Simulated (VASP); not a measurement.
Here is a VASP 6.6.1 calculation.

File INCAR:

```
ALGO = Normal
DIPOL = 0.5 0.5 0.500
EDIFF = 1E-6
ENCUT = 520
GGA = PS
ICORELEVEL = 1
IDIPOL = 3
ISIF = 2
ISMEAR = 1
KPAR = 4
LASPH = True
LCHARG = False
LDIPOL = True
LREAL = False
LVACPOTAV = True
LVHAR = True
LWAVE = False
NELM = 80
PREC = Accurate
SIGMA = 0.1
```

File KPOINTS:

```
k-points
0
Gamma
  15 15 1
```

POSCAR

```
W
1.0
    2.7324954800      0.0000000000      0.0000000000
   -0.9108318300      2.5762214400      0.0000000000
    0.0000000000      0.0000000000     26.1553660800
W
6
Direct
    0.5000000000      0.5000000000      0.2867480400
    0.0000000000      0.0000000000      0.3720488200
    0.5000000000      0.5000000000      0.4573496100
    0.0000000000      0.0000000000      0.5426503900
    0.5000000000      0.5000000000      0.6279511800
    0.0000000000      0.0000000000      0.7132519600
```

Potentials or basis: VASP PAW PBE potentials, release 64 (W_sv).

Run with:

```console
$ cat potpaw_PBE.64/W_sv/POTCAR > POTCAR
$ mpirun -np 4 vasp_std > vasp.out
```

(1) Predict the band gap on the k mesh.

(2) Estimate the work function of the lower face.

Answers

(1) none (metal or under the smearing width).

(2) 4.98 eV.
